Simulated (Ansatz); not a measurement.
GaAs:

```
As Ga
1.0
     0.00000    2.82685    2.82685
     2.82685    0.00000    2.82685
     2.82685    2.82685    0.00000
As Ga
1 1
Direct
  0.75000 0.75000 0.75000
  0.00000 0.00000 0.00000
```

Base run:

| Quantity | Value |
| --- | --- |
| Program | Ansatz 0.2.0 |
| Functional | PBE |
| Potentials or basis | all-electron LAPW, scalar-relativistic |
| Cutoff | 316 eV (chosen from the basis error) |
| Basis error allowed | 0.001 eV/atom |
| k mesh | 8 × 8 × 8 |
| Occupations | gaussian, width 0.05 eV |
| Spin | no spin polarisation |

Its results: band gap on the k mesh 0.52 eV, direct; pressure 3.3 GPa.

Problem. After a change of settings the same cell gave: band gap on the k mesh 0.28 eV, direct; pressure -1.9 GPa. Which change was it?
A. occupations from gaussian, width 0.05 eV to gaussian, width 0.024 eV
B. functional from PBE to LDA
C. functional from PBE to BLYP; occupations from gaussian, width 0.05 eV to fermi-dirac, width 0.05 eV

Solution. B.

LDA binds more tightly than PBE, so the same cell stands under less pressure.
